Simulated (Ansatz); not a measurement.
# Thickness series of a Ti/LiH/Ti junction, part 3 of 7

How fast does the current through Ti/LiH/Ti fall with each added layer? Both electrodes are Ti hcp(0001); the barrier is LiH rock salt(111) (Li and Li faces). In the first transport cell, after relaxation, the nearest pair of electrode and barrier is Ti–Li at 3.16 Å, at a slant, at the lower face and Ti–Li at 3.17 Å, at a slant, at the upper one. All share a net of side 2.93 Å, which strains the lower electrode by +0.0 % and the barrier by +3.3 %, against typed lattice constants near PBE's. The first steps treat the bulk electrodes alone.

Ansatz 0.2.0; PBE DFT, plane waves, PAW files (the session's first sound run).

So far. Step 3 (Relaxation): The largest force component on a free atom ends at 0.016 eV/Å. At one or more of this run's solves the program warned of density in the dipole ramp over its bound, where dipole, forces and levels can be off.

### 4. The open system: T(E)

This step: PBE DFT, plane waves, PAW files; ballistic transmission by layer matching between semi-infinite leads (Ansatz 0.2.0).

System of this step: Ti/LiH/Ti. The cell holds 31 atoms: 22 Ti, 5 Li and 4 H. Cell: a = 2.930 Å, b = 2.930 Å, c = 75.111 Å, α = 90.0°, β = 90.0°, γ = 120.0°. Regions: left electrode, 11 atoms (11 Ti); barrier, 9 atoms (5 Li and 4 H); right electrode, 11 atoms (11 Ti). Vacuum lies along c.

The relaxed core is set between ideal electrode layers (this cell holds 9 atomic planes between the electrodes; where that differs from the relaxed slab, whole periods were copied in or cut out without a new relaxation), which the solver continues as semi-infinite leads. A wide energy window on a coarse mesh (18×18) shows where the Fermi level lies against the barrier's bands; the projected density of states shows how far the metals' states reach in.

input.yaml

```yaml
crystal:
  lattice:
    - [2.93, 0.0, 0.0]
    - [-1.465, 2.5374544331, 0.0]
    - [0.0, 0.0, 75.1111697271]
  atoms:
    - { symbol: Ti, position: [0.0, 0.0, 0.0931951935] }
    - { symbol: Ti, position: [0.33333333, 0.66666667, 0.1242617921] }
    - { symbol: Ti, position: [0.0, 0.0, 0.1553283906] }
    - { symbol: Ti, position: [0.33333333, 0.66666667, 0.1863949891] }
    - { symbol: Ti, position: [0.0, 0.0, 0.2174615876] }
    - { symbol: Ti, position: [0.33333333, 0.66666667, 0.2485281862] }
    - { symbol: Ti, position: [0.0, 0.0, 0.2795947847] }
    - { symbol: Ti, position: [0.33333333, 0.66666667, 0.3106613832] }
    - { symbol: Ti, position: [0.0, 0.0, 0.3417279817] }
    - { symbol: Ti, position: [0.33333333, 0.66666667, 0.3727945802] }
    - { symbol: Ti, position: [0.0, 0.0, 0.4024555035] }
    - { symbol: Li, position: [0.33333333, 0.66666667, 0.4380171257] }
    - { symbol: H, position: [0.66666667, 0.33333333, 0.4537121114] }
    - { symbol: Li, position: [0.0, 0.0, 0.4692349811] }
    - { symbol: H, position: [0.33333333, 0.66666667, 0.4847286413] }
    - { symbol: Li, position: [0.66666667, 0.33333333, 0.4999178311] }
    - { symbol: H, position: [0.0, 0.0, 0.5154903126] }
    - { symbol: Li, position: [0.33333333, 0.66666667, 0.5306210723] }
    - { symbol: H, position: [0.66666667, 0.33333333, 0.5465269898] }
    - { symbol: Li, position: [0.0, 0.0, 0.5618314496] }
    - { symbol: Ti, position: [0.33333333, 0.66666667, 0.5975874384] }
    - { symbol: Ti, position: [0.66666667, 0.33333333, 0.6272054198] }
    - { symbol: Ti, position: [0.33333333, 0.66666667, 0.6582720183] }
    - { symbol: Ti, position: [0.66666667, 0.33333333, 0.6893386168] }
    - { symbol: Ti, position: [0.33333333, 0.66666667, 0.7204052153] }
    - { symbol: Ti, position: [0.66666667, 0.33333333, 0.7514718138] }
    - { symbol: Ti, position: [0.33333333, 0.66666667, 0.7825384124] }
    - { symbol: Ti, position: [0.66666667, 0.33333333, 0.8136050109] }
    - { symbol: Ti, position: [0.33333333, 0.66666667, 0.8446716094] }
    - { symbol: Ti, position: [0.66666667, 0.33333333, 0.8757382079] }
    - { symbol: Ti, position: [0.33333333, 0.66666667, 0.9068048065] }
kpoints:
  mp_grid: { grid: [12, 12, 1] }
scf:
  occupations: { method: fermi_dirac, width: 0.1 }
  max_iter: 150
hamiltonian:
  xc: pbe
output:
  transmission:
    kmesh: [18, 18]
    e_range: [-2.5, 2.5]
    de: 0.1
    leads: [[4, 6], [25, 27]]
  dos: { projected: true, e_range: [-6, 5], de: 0.05 }
  write_potential: true
  write_density: true
  volumetric_format: npy
  elf: true
```

On the command line:

```bash
ansatz run input.yaml --threads 4 --pin off --max-ram 10240MiB --backend cpu --events-out ev --progress --plain --runs-dir out
```

Numbers of over 12 decimals in the logs are rounded to 6 here.

The log of the run:

```text
[...]
Crystal: 31 atoms, lattice volume = 558.432 Å³
Basis set: ecut = 420 eV, 10799 PW (Γ)
Bands: 173, of which v1, the nominal top of the filled ones, is band 142 counted from 1 (141 counted from 0)
Symmetry: 6 space group operations
[...]
k-points: 19 of 144 (time reversal used)
[...]
SCF iter   1: F=—  HF=-56080.937471 eV  |F-HF|=—  |Δ(HF+E_count)|=         —  Δρ=1.21e-2  dr2=5.66e1  ethr=1.77e-3  ⟨swp⟩=10.4  Hψ=14992  notcnv=0
[...]
SCF iter   9: F=-56080.704134 eV  HF=-56080.704134 eV  |F-HF|=5.95e-8  |Δ(HF+E_count)|=   9.40e-8  Δρ=2.26e-6  dr2=8.70e-8  ethr=3.53e-11  ⟨swp⟩=22.0  Hψ=13283  notcnv=0
the search or the solves at the SCF's close seem to have found levels that the self-consistency loop had missed (the run counts 2). By its estimate they hold 1.21e-6 electrons. The energies and the density leave them out; if the run goes on with those levels, later outputs use occupations computed again with them
SCF 1 converged in 9 iterations: F = -56080.704134 eV  dr2 = 8.70e-8
[...]
transmission: 212 of 2072 steps passed
transmission: 420 of 2072 steps passed
[...]
transmission: 2072 of 2072 steps passed
WARN: The output density's exchange-correlation potential varies sharply where the density is thin. Do not read a vacuum level from v_tot or v_xc, or from such a field of the output density. On a cell that repeats whose density bears no net charge and no dipole along the vacuum's axis use v_es (v_loc + v_h of the components); under efield.dipole_correction with no amplitude use v_es + v_field, which holds any externa [...]
SCF converged after 9 iterations
Free energy (F): -56080.704134 eV
[...]
Internal energy: -56079.693664 eV  (E = F + TS)
E sigma→0 (E₀):  -56080.198899 eV
Entropy (-TS):   -1.010470 eV (-32.596 meV/atom)
Fermi energy:    8.873055 eV
[...]
--- Band table (eV; the first three rows and the last of 19) ---
  k-point 0: bands = [... 138 lower, 9.5347, 9.5347, 9.5347, 9.5413, 9.5413, 9.5422, 9.5422, 9.5770, ... 27 higher]
  k-point 1: bands = [... 138 lower, 9.3492, 9.3598, 9.3603, 9.3972, 9.3982, 9.4158, 9.4175, 9.4894, ... 27 higher]
  k-point 2: bands = [... 138 lower, 8.9548, 9.0137, 9.0172, 9.0899, 9.0907, 9.2533, 9.2538, 9.3029, ... 27 higher]
  k-point 18: bands = [... 138 lower, 8.1919, 8.6891, 8.6897, 8.7338, 8.7342, 8.7445, 8.7494, 8.8379, ... 27 higher]
--- Transmission ---
  basis      : 61 plane waves across, 56 finite elements along
  points     : 37, standing for a mesh of 18 x 18
  energies   : 51 from -2.500000 to 2.500000 eV about the Fermi level, 0.100000 eV apart; the leads are filled to 0.000000 eV, and channels, transmission and decay are at 0.000000 eV
  crystal 0  : Ti2, at the sites [4, 6], period 4.6669 Å, over 23.33 Å; its Hamiltonian steps by up to 53.0 meV: too much for a lead, lay more layers or, if its atoms are ordered, name the step of that order
    offset         : up to 0.0000 Å between an atom of the period and one for which it stands
    channels       : 5.925926e-1 a spin
    conductance    : none, the energies end too early or step too widely for 300 K: set another output.transmission.e_range or a lower de, or, where they end at an eighth of basis.ecutwfc, a higher one
    slowest decay  : 0.0283 /Å at (0.2222, 0.2222)
[...]
channels       : 5.925926e-1 a spin
[...]
slowest decay  : 0.0331 /Å at (0.2222, 0.2222)
  junction   : crystal 0 to crystal 1, 18.20 to 53.64 Å
    transmission   : 2.200344e-4 a spin
[...]
```

The job ended after 2.9 min (4 threads of Arm Neoverse V2, shared host; peak memory 3.2 GiB; 11 min of CPU time).

This step gave:

- free energy: -56080.7041 eV
- Fermi energy: 8.873 eV
- level to which the leads are filled: 0 eV from the Fermi level
- transmission at the Fermi level (a spin, zone mean): 2.20e-4
- channels of the lower lead: 0.5926
- channels of the upper lead: 0.5926
- potential step in the lower lead: 53 meV
- potential step in the upper lead: 18.1 meV

One spin. Table of transmission, zone mean by energy, zero at the Fermi level:

| energy (eV) | transmission, zone mean |
| --- | --- |
| -2.50 | 4.7e-4 |
| -2.40 | 4.9e-4 |
| -2.20 | 6.0e-4 |
| -2.10 | 7.1e-4 |
| -2.00 | 5.8e-4 |
| -1.80 | 4.7e-4 |
| -1.70 | 4.2e-4 |
| -1.60 | 2.1e-4 |
| -1.40 | 4.2e-5 |
| -1.30 | 1.2e-4 |
| -1.10 | 0.0544 |
| -1.00 | 0.00286 |
| -0.90 | 0.00106 |
| -0.70 | 3.6e-4 |
| -0.60 | 3.8e-4 |
| -0.50 | 3.3e-4 |
| -0.30 | 6.4e-5 |
| -0.20 | 5.4e-5 |
| -0.10 | 7.6e-5 |
| 0.00 | 2.2e-4 |
| 0.10 | 7.6e-4 |
| 0.20 | 3.5e-4 |
| 0.30 | 2.3e-4 |
| 0.50 | 4.9e-4 |
| 0.60 | 0.00569 |
| 0.70 | 0.0234 |
| 0.90 | 0.0252 |
| 1.00 | 0.0629 |
| 1.10 | 0.0546 |
| 1.30 | 0.181 |
| 1.40 | 0.271 |
| 1.60 | 0.166 |
| 1.70 | 0.0451 |
| 1.80 | 0.0280 |
| 2.00 | 0.0229 |
| 2.10 | 0.0296 |
| 2.20 | 0.0645 |
| 2.30 | 0.218 |
| 2.40 | 0.0323 |
| 2.50 | 0.0372 |

One spin. The open channels, zone mean by energy, zero at the Fermi level:

```csv
energy (eV),lower lead,upper lead
-2.50,0.815,0.815
-2.30,0.769,0.769
-2.00,0.741,0.741
-1.80,0.657,0.657
-1.50,0.571,0.571
-1.30,0.694,0.694
-1.10,0.855,0.855
-0.80,1.47,1.47
-0.60,1.36,1.38
-0.40,0.593,0.593
-0.10,0.586,0.586
0.00,0.593,0.593
0.10,0.833,0.833
0.40,1.27,1.30
0.60,1.35,1.35
0.80,1.26,1.26
1.10,1.06,1.06
1.30,1.14,1.14
1.50,1.00,1.08
1.80,1.10,1.10
2.00,1.10,1.10
2.30,1.06,1.06
2.50,1.15,1.15
```

Transmission over k1 and k2. At 0.0000 eV from the Fermi level; zeros and values more than six decades under the largest are shown at that floor.

log10 of the mean of each cell; the least values stand at a floor. Values, 12 rows by 16 columns:
```
-8.5 -8.5 -8.5 -8.5 -8.5 -8.5 -8.5 -8.5 -8.5 -8.5 -3.0 -2.6 -3.2 -3.1 -2.7 -2.9
-8.5 -8.5 -8.5 -8.5 -8.5 -8.5 -8.5 -8.5 -8.5 -8.5 -3.4 -3.0 -3.1 -3.3 -3.2 -2.7
-4.5 -8.5 -8.5 -8.5 -8.5 -8.5 -4.4 -5.2 -8.5 -8.5 -8.5 -5.0 -4.7 -3.2 -3.1 -3.3
-5.0 -8.5 -8.5 -8.5 -8.5 -5.1 -4.3 -5.2 -5.0 -8.5 -8.5 -8.5 -5.2 -3.5 -2.7 -2.6
-8.5 -8.5 -8.5 -8.5 -4.2 -4.4 -3.8 -3.9 -3.8 -4.2 -4.1 -8.5 -8.5 -8.5 -8.5 -8.5
-8.5 -8.5 -8.5 -8.5 -8.5 -5.1 -3.8 -4.1 -4.5 -4.0 -4.0 -5.2 -8.5 -8.5 -8.5 -8.5
-8.5 -8.5 -8.5 -8.5 -8.5 -8.5 -4.4 -4.0 -4.0 -3.9 -3.9 -4.6 -4.6 -8.5 -8.5 -8.5
-3.6 -2.7 -2.8 -8.5 -8.5 -8.5 -4.4 -5.2 -4.1 -4.2 -4.3 -4.5 -4.6 -8.5 -8.5 -8.5
-3.9 -3.1 -3.2 -3.2 -4.7 -5.4 -8.5 -8.5 -8.5 -4.6 -4.1 -8.5 -8.5 -8.5 -8.5 -8.5
-4.0 -3.1 -3.2 -3.4 -3.1 -3.5 -8.5 -8.5 -8.5 -8.5 -8.5 -8.5 -8.5 -8.5 -8.5 -8.5
-3.6 -2.7 -2.9 -3.1 -3.2 -2.6 -3.1 -8.5 -8.5 -8.5 -8.5 -8.5 -8.5 -8.5 -8.5 -8.5
-8.5 -3.6 -3.1 -3.6 -3.6 -3.1 -3.6 -8.5 -8.5 -8.5 -8.5 -5.0 -4.6 -5.1 -8.5 -8.5
```
Columns: k1 (b1) from -0.5 to 0.444; rows upwards: k2 (b2) from -0.5 to 0.444.

Open channels of the lower lead over k1 and k2. At 0.0000 eV from the Fermi level.

Ten even steps from '_' (0.00) to '@' (2.00):
```
________________________@@@@@@@@@@__
________________________@@@@@@@@@@@@
__________________________@@@@@@@@@@
@@________________________@@@@@@@@@@
@@____________@@____________@@@@@@@@
____________++++++++____________@@@@
__________@@++@@@@@@++@@____________
____________++@@@@@@@@++____________
____________++@@@@@@@@@@++__________
______________++@@@@@@@@++__________
______________@@++@@@@@@++@@________
__@@@@____________++++++++__________
@@@@@@@@@@____________@@____________
@@@@@@@@@@@@________________________
__@@@@@@@@@@________________________
__@@@@@@@@@@@@______________________
____@@@@@@@@@@______________________
________@@@@______________@@@@______
```
Columns: k1 (b1) from -0.5 to 0.444; rows upwards: k2 (b2) from -0.5 to 0.444.

Projected DOS an atom over height of the atomic layer and energy from the Fermi level. Layers: Ti Ti Ti Ti Ti Ti Ti Ti Ti Ti Ti Li H Li H Li H Li H Li Ti Ti Ti Ti Ti Ti Ti Ti Ti Ti Ti; projections on atoms miss part of the total, and the computed bands can run out at the top of the range; a column is the mean of 2 neighbouring layers, the last of those left over.

Ten even steps from '0' (0.00 states/eV) to '9' (2.58 states/eV), each cell a mean:
```
6333330000433339
5333330000433237
5666520000466665
7666520000466667
4444660001944445
3343310000333432
4555510000455554
4444420000444444
3333410000333332
2333310000233332
1222200000122211
1111100110111111
0111100000111110
0000001001000000
0000001001000000
0000001101000000
0000001111000000
0000001111000000
0000000110000000
0000000000000000
0000000000000000
0000000000000000
```
Columns: height of the atomic layer (Å) from 8.17 to 68.1 (not evenly spaced); rows upwards: energy from the Fermi level (eV) from -6 to 0.1.

ELF in the ca plane at fractional y = 0.667, with atoms of Ti and Li and H within 0.2 Å of it. It is the smooth field of the valence electrons, not physical close to the nuclei.

Ten even steps from '0' (0.20 × 1e-1) to '9' (9.97 × 1e-1), each cell a mean:
```
12331121133212331122113531158961001210004886
12431121134212331122113531158961000110004886
21121111121121122111124420015651015763003663
54123323321455313432245302301220169998301210
25325666522523524665556218940000389999510001
15325666523513524765556219940000389999610002
54124333421455313432245303400210169998301210
21121111121122122111124410014641026874003652
```
Columns run along c (16.0 Å, from fractional 0.31 to 0.53 of the cell), rows up along a (2.9 Å). Atoms in or near the plane, at fractional coordinates: Ti at (0.37, 0.33), Li at (0.44, 0.33), H at (0.48, 0.33).

Electrostatic potential energy in the ca plane at fractional y = 0.667, with atoms of Ti and Li and H within 0.2 Å of it. With pseudopotentials it is smooth inside the atoms' cores, unlike the true potential.

Ten even steps from '0' (-27 eV) to '9' (11 eV), each cell a mean:
```
55789998999864579999999999888999988999999999
55789998999864579999999999888999988999999999
77899865689876789999889999999999999999988999
88998521258998899997557999999989999999855799
99998300027999999995115899999725999998611489
99997200027999999995105899999614999998510489
99998510158999999997447999999988999999754699
77899865689987789999889999999999999999988999
```
Columns run along c (16.0 Å, from fractional 0.34 to 0.55 of the cell; values clipped at the 3rd and 97th percentile), rows up along a (2.9 Å). Atoms in or near the plane, at fractional coordinates: Ti at (0.37, 0.33), Li at (0.44, 0.33), H at (0.48, 0.33), Li at (0.53, 0.33).

Valence density in the ca plane at fractional y = 0.667, with atoms of Ti and Li and H within 0.2 Å of it. It is the smooth field of the valence electrons, not physical close to the nuclei.

Ten steps, logarithmic in the rise over the least value, from '0' (0.05 × 1e0 e/Å³) to '9' (9.31 × 1e0 e/Å³), each cell a mean:
```
44321122222234321000000111000000000111100011
44321122222234321000000111000000000111100011
33221234322223211000000110000111000011000011
22222478742222211001441000001232100000044100
22222699962222111004884000002454210000388500
22222699963222111004884000002454210000388500
22222478742222211001451000001233100000145200
23221234322223211000000010000111000011000001
```
Columns run along c (16.0 Å, from fractional 0.34 to 0.55 of the cell), rows up along a (2.9 Å). Atoms in or near the plane, at fractional coordinates: Ti at (0.37, 0.33), Li at (0.44, 0.33), H at (0.48, 0.33), Li at (0.53, 0.33).

At the Fermi level the transmission is 2.2e-4, as a zone mean for one spin on this coarse mesh. At the Fermi level the layers of this cell's barrier hold from 0.0034 to 0.13 states an eV and atom. In the worse lead the potential repeats within 53 meV, which the program flags as too much for a lead, so G carries that doubt.

[end of part 3 of 7]

[Logs are printed without paths, hosts, clocks, repeated set-up lines and the standing remarks that a program may print on its own settings, such as how far it seeks lower states.]

[Hosts, paths, dates, database ids (printed as entryN), source tags and the programs' standing remarks are cut or masked in the printed files.]
